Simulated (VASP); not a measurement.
# In (I4/mmm) in VASP: a series of runs, part 2 of 2

VASP 6.6.1.

## Step 5: Relaxation of cell and atoms, PBE

INCAR reads:

```
PREC = Accurate ; ENCUT = 600
EDIFF = 1E-7 ; ISMEAR = 0
SIGMA = 0.1 ; LREAL = False
LASPH = True ; NELM = 60
ALGO = Fast ; ISIF = 3
LWAVE = False ; LCHARG = False
GGA = PE ; IBRION = 2
NSW = 90 ; EDIFFG = -0.005
```

KPOINTS reads:

```
Automatic mesh
0
Gamma
  18 18 18
```

POSCAR reads:

```
In
1.0
   -1.6947072700      1.6947072700      2.2973723900
    1.6947072700     -1.6947072700      2.2973723900
    1.6947072700      1.6947072700     -2.2973723900
In
1
Direct
    0.0000000000      0.0000000000      0.0000000000
```

Potentials or basis: VASP PAW PBE potentials, release 64 (In_d).

Command:

```console
$ cat potpaw_PBE.64/In_d/POTCAR > POTCAR
$ mpirun -np 1 vasp_std > vasp.out
```

OUTCAR:

```text
PREC = Accurate
   ENCUT = 600
   EDIFF = 1E-7
   ISMEAR = 0
   LREAL = False
   LASPH = True
   NELM = 60
   ISIF = 3
   GGA = PE
   IBRION = 2
   NSW = 90
   EDIFFG = -0.005

 ion  position               nearest neighbor table
   1  0.000  0.000  0.000-

  LATTYP: Found a body centered tetragonal cell.
 ALAT       =     3.3894145400
 C/A-ratio  =     1.3556160587

  Lattice vectors:

 A1 = (  -1.6947072700,   1.6947072700,   2.2973723900)
 A2 = (   1.6947072700,  -1.6947072700,   2.2973723900)
 A3 = (   1.6947072700,   1.6947072700,  -2.2973723900)

Analysis of symmetry for initial positions (statically):
=====================================================================
 Subroutine PRICEL returns:
 Original cell was already a primitive cell.

 Routine SETGRP: Setting up the symmetry group for a
 body centered tetragonal supercell.

 Subroutine GETGRP returns: Found 16 space group operations
 (whereof 16 operations were pure point group operations)
 out of a pool of 16 trial point group operations.

The static configuration has the point symmetry D_4h.

Analysis of symmetry for dynamics (positions and initial velocities):
=====================================================================
 Subroutine PRICEL returns:
 Original cell was already a primitive cell.

 Routine SETGRP: Setting up the symmetry group for a
 body centered tetragonal supercell.

 Subroutine GETGRP returns: Found 16 space group operations
[... 267 lines left out ...]
      4      -7.5203      2.00000
      5      -7.5016      2.00000
      6      -2.2546      2.00000
      7      17.0047      0.00000
      8      17.0047      0.00000
      9      17.0404      0.00000
     10      18.3300      0.00000
[... 287 lines left out ...]
 k-point    24 :      -0.2222    0.0556    0.0000
  band No.  band energies     occupation
      1      -7.6726      2.00000
      2      -7.6227      2.00000
      3      -7.6103      2.00000
      4      -7.5149      2.00000
      5      -7.4819      2.00000
      6      -1.3144      2.00000
      7      11.4194      0.00000
      8      15.1515      0.00000
      9      16.0621      0.00000
     10      18.2152      0.00000

 [... further k-points ...]

[... ionic steps 4 to 13 ...]

--------------------------------------- Ionic step       14  -------------------------------------------

 number of electron      12.9999997 magnetization

------------------------ aborting loop because EDIFF is reached ----------------------------------------
[... 65 lines left out ...]
--------------------------------------- Ionic step       16  -------------------------------------------

 number of electron      12.9999997 magnetization

 Free energy of the ion-electron system (eV)
  ---------------------------------------------------
  ext. energy  EPLUGINS =         0.00000000
  ---------------------------------------------------
  free energy    TOTEN  =        -2.56214331 eV

  energy without entropy =       -2.55980702  energy(sigma->0) =       -2.56097516

 E-fermi :   6.9711     XC(G=0): -10.0202

 val. band max:        6.9673462338   @ k =  -0.3333  -0.4444   0.2222
 cond. band min:       6.9763004575   @ k =   0.4444   0.2222   0.1111
 fundamental gap:      0.0089542237
 Fermi energy:         6.9710633624

 k-point     1 :       0.0000    0.0000    0.0000
  band No.  band energies     occupation
      1      -7.6153      2.00000
      2      -7.6153      2.00000
      3      -7.6124      2.00000
      4      -7.4669      2.00000
      5      -7.4635      2.00000
      6      -2.2359      2.00000
      7      17.0984      0.00000
      8      17.1049      0.00000
      9      17.1049      0.00000
     10      18.3851      0.00000
[... 327 lines left out ...]
  FREE ENERGIE OF THE ION-ELECTRON SYSTEM (eV)
  ---------------------------------------------------
  free  energy   TOTEN  =        -2.5621433109 eV

  energy  without entropy=       -2.5598070152  energy(sigma->0) =       -2.56097516

 reached required accuracy - stopping structural energy minimisation
```

OSZICAR:

```text
N       E                     dE             d eps       ncg     rms          rms(c)
DAV:   1     0.737763534498E+02    0.73776E+02   -0.70611E+03  9626   0.181E+03
DAV:   2     0.290978362612E+00   -0.73485E+02   -0.72403E+02  9722   0.300E+02
DAV:   3    -0.251802146555E+01   -0.28090E+01   -0.27964E+01 11080   0.665E+01
DAV:   4    -0.257962751700E+01   -0.61606E-01   -0.61578E-01 11928   0.101E+01
[... 148 lines left out ...]
RMM:   2    -0.256215720519E+01    0.74730E-04   -0.14226E-04  9759   0.241E-01    0.215E-02
RMM:   3    -0.256214491400E+01    0.12291E-04   -0.39223E-05 10148   0.113E-01    0.657E-03
RMM:   4    -0.256214339416E+01    0.15198E-05   -0.65616E-06 10254   0.340E-02    0.286E-03
RMM:   5    -0.256214331889E+01    0.75272E-07   -0.14596E-06 10931   0.156E-02    0.291E-03
RMM:   6    -0.256214331086E+01    0.80327E-08   -0.26070E-07  7272   0.879E-03
  16 F= -.25621433E+01 E0= -.25609752E+01  d E =-.713777E-06
```

Run time: 14 min. Hardware: 1 thread of Intel Xeon Platinum 8488C (Sapphire Rapids), shared host; peak memory 0.33 GiB.

What came out:

```
Free energy                            : -2.5621 eV
Relaxed volume                         : 27.49 Å³/atom
Relaxed cell                           : a = 3.386 Å, b = 3.386 Å, c = 3.386 Å, α = 119.91°, β = 119.91°, γ = 90.15°
Space group after relaxing (to 0.05 Å) : Fm-3m (No. 225)
Energy gained by relaxing              : 6.6 meV/atom
Ionic steps                            : 16
Pressure after relaxing                : 0.0 GPa
Band gap on the k mesh                 : none (metal or under the smearing width)
```

The path:
```csv
step,energy change (eV),largest force (eV/Å),pressure (GPa),volume (Å³)
1,0.0000,0.0000,1.54,26.39
2,-0.0053,0.0000,0.09,27.38
3,-0.0054,0.0000,-0.01,27.46
4,-0.0054,0.0000,-0.02,27.48
5,-0.0054,0.0000,-0.09,27.52
6,-0.0057,0.0000,-0.08,27.53
7,-0.0064,0.0000,-0.12,27.56
8,-0.0063,0.0000,-0.17,27.61
9,-0.0066,0.0000,-0.06,27.58
10,-0.0066,0.0000,-0.14,27.59
11,-0.0066,0.0000,0.15,27.38
12,-0.0066,0.0000,-0.03,27.48
13,-0.0066,0.0000,0.04,27.46
14,-0.0066,0.0000,0.02,27.47
15,-0.0066,0.0000,0.01,27.47
16,-0.0066,0.0000,0.00,27.49
```

Final structure:
```cif
data_structure
_symmetry_space_group_name_H-M 'P 1'
_symmetry_Int_Tables_number 1
_cell_length_a 3.3862
_cell_length_b 3.3862
_cell_length_c 3.3862
_cell_angle_alpha 119.912
_cell_angle_beta 119.912
_cell_angle_gamma 90.153
_cell_volume 27.49
loop_
_atom_site_label
_atom_site_type_symbol
_atom_site_fract_x
_atom_site_fract_y
_atom_site_fract_z
_atom_site_occupancy
In1 In 0.00000 0.00000 0.00000 1
```

## Step 6: Relaxation of cell and atoms, PBE+D3(BJ)

Edit INCAR of step 5 so:

```diff
@@ -6,3 +6,4 @@
 LWAVE = False ; LCHARG = False
-GGA = PE ; IBRION = 2
-NSW = 90 ; EDIFFG = -0.005
+GGA = PE ; IVDW = 12
+IBRION = 2 ; NSW = 90
+EDIFFG = -0.005
```

KPOINTS is that of step 5.

POSCAR is that of step 5.

Potentials or basis: VASP PAW PBE potentials, release 64 (In_d).

Command:

```console
$ cat potpaw_PBE.64/In_d/POTCAR > POTCAR
$ mpirun -np 1 vasp_std > vasp.out
```

OUTCAR:

```text
PREC = Accurate
   ENCUT = 600
   EDIFF = 1E-7
   ISMEAR = 0
   LREAL = False
   LASPH = True
   NELM = 60
   ISIF = 3
   GGA = PE
   IVDW = 12
   IBRION = 2
   NSW = 90
   EDIFFG = -0.005
 IVDW          = 12

 ion  position               nearest neighbor table
   1  0.000  0.000  0.000-

  LATTYP: Found a body centered tetragonal cell.
 ALAT       =     3.3894145400
 C/A-ratio  =     1.3556160587

  Lattice vectors:

 A1 = (  -1.6947072700,   1.6947072700,   2.2973723900)
 A2 = (   1.6947072700,  -1.6947072700,   2.2973723900)
 A3 = (   1.6947072700,   1.6947072700,  -2.2973723900)

Analysis of symmetry for initial positions (statically):
=====================================================================
 Subroutine PRICEL returns:
 Original cell was already a primitive cell.

 Routine SETGRP: Setting up the symmetry group for a
 body centered tetragonal supercell.

 Subroutine GETGRP returns: Found 16 space group operations
 (whereof 16 operations were pure point group operations)
 out of a pool of 16 trial point group operations.

The static configuration has the point symmetry D_4h.

Analysis of symmetry for dynamics (positions and initial velocities):
=====================================================================
 Subroutine PRICEL returns:
 Original cell was already a primitive cell.

 Routine SETGRP: Setting up the symmetry group for a
 body centered tetragonal supercell.

 Subroutine GETGRP returns: Found 16 space group operations
[... 148 lines left out ...]
  ext. energy  EPLUGINS =         0.00000000
  ---------------------------------------------------
  free energy    TOTEN  =        -2.55552295 eV

  energy without entropy =       -2.55348473  energy(sigma->0) =       -2.55450384

------------------------ aborting loop because EDIFF is reached ----------------------------------------

 Edisp (eV)   -0.33513

 E8    (eV) :    -0.1673
[... 186 lines left out ...]
--------------------------------------- Ionic step        6  -------------------------------------------

 number of electron      13.0000004 magnetization

 Free energy of the ion-electron system (eV)
  ---------------------------------------------------
  ext. energy  EPLUGINS =         0.00000000
  ---------------------------------------------------
  free energy    TOTEN  =        -2.55298961 eV

  energy without entropy =       -2.55073924  energy(sigma->0) =       -2.55186443

 E-fermi :   7.5764     XC(G=0): -10.2699

 val. band max:        7.5750101046   @ k =  -0.3889   0.3889   0.2778
 cond. band min:       7.5787718818   @ k =   0.2778   0.2778   0.1111
 fundamental gap:      0.0037617772
 Fermi energy:         7.5764007525

 k-point     1 :       0.0000    0.0000    0.0000
  band No.  band energies     occupation
      1      -7.0744      2.00000
      2      -7.0736      2.00000
      3      -7.0736      2.00000
      4      -6.9010      2.00000
      5      -6.9009      2.00000
      6      -2.0050      2.00000
      7      18.1700      0.00000
      8      18.1700      0.00000
      9      18.1711      0.00000
     10      19.0880      0.00000
[... 287 lines left out ...]
 k-point    24 :      -0.2222    0.0556    0.0000
  band No.  band energies     occupation
      1      -7.0955      2.00000
      2      -7.0275      2.00000
      3      -7.0216      2.00000
      4      -6.9089      2.00000
      5      -6.8655      2.00000
      6      -1.0224      2.00000
      7      12.2829      0.00000
      8      16.2161      0.00000
      9      17.1451      0.00000
     10      19.1325      0.00000

 [... further k-points ...]

------------------------ aborting loop because EDIFF is reached ----------------------------------------

 Edisp (eV)   -0.33941

 E8    (eV) :    -0.1694
[... 24 lines left out ...]
  FREE ENERGIE OF THE ION-ELECTRON SYSTEM (eV)
  ---------------------------------------------------
  free  energy   TOTEN  =        -2.8923962547 eV

  energy  without entropy=       -2.8901458933  energy(sigma->0) =       -2.89127107

 reached required accuracy - stopping structural energy minimisation
```

Run time: 6 min. Hardware: 1 thread of Intel Xeon Platinum 8488C (Sapphire Rapids), shared host; peak memory 0.31 GiB.

Results:

| Item | Value |
| --- | --- |
| Free energy | -2.8924 eV |
| Relaxed volume | 26.07 Å³/atom |
| Relaxed cell | a = 3.328 Å, b = 3.328 Å, c = 3.328 Å, α = 120.01°, β = 120.01°, γ = 89.98° |
| Space group after relaxing (to 0.05 Å) | Fm-3m (No. 225) |
| Energy gained by relaxing | 1.7 meV/atom |
| Ionic steps | 6 |
| Pressure after relaxing | 0.0 GPa |
| Band gap on the k mesh | none (metal or under the smearing width) |
| Dispersion energy per atom | -0.339 eV |

Step by step:
```tsv
step	energy change (eV)	largest force (eV/Å)	pressure (GPa)	volume (Å³)
1	0.0000	0.0000	-0.55	26.39
2	-0.0007	0.0000	0.06	26.05
3	-0.0007	0.0000	0.08	26.03
4	-0.0009	0.0000	0.08	26.04
5	-0.0014	0.0000	0.05	26.05
6	-0.0017	0.0000	-0.02	26.07
```

Final structure:
```
CELL_PARAMETERS angstrom
-1.66398 1.66398 2.35391
1.66398 -1.66398 2.35391
1.66398 1.66398 -2.35391
ATOMIC_POSITIONS crystal
In 0.00000 0.00000 0.00000
```

Caveat: pairwise dispersion overbinds metals, which lowers pressure and volume.

## Step 7: Overview

```csv
level,potentials or basis,gap on the mesh (eV),pressure (GPa),relaxed volume (Å³/atom)
RPBE,"VASP PAW PBE potentials, release 64 (In_d)",none,0.0,28.75
PBEsol,"VASP PAW PBE potentials, release 64 (In_d)",none,0.0,25.61
LDA,"VASP PAW LDA potentials, release 64 (In_d)",none,0.0,24.69
PBE,"VASP PAW PBE potentials, release 64 (In_d)",none,0.0,27.49
PBE+D3(BJ),"VASP PAW PBE potentials, release 64 (In_d)",none,0.0,26.07
```

Alike in all rows: task relaxation of cell and atoms; no spin polarisation; cell relaxed; k mesh 18 × 18 × 18; cutoff (eV) 600; smearing gaussian 0.1 eV.

Caveats: the PAW data sets were made with another functional, which shifts forces and pressure a little (some runs); pairwise dispersion overbinds metals, which lowers pressure and volume (some runs).

Absolute energies hang on the potentials; compare differences alone.
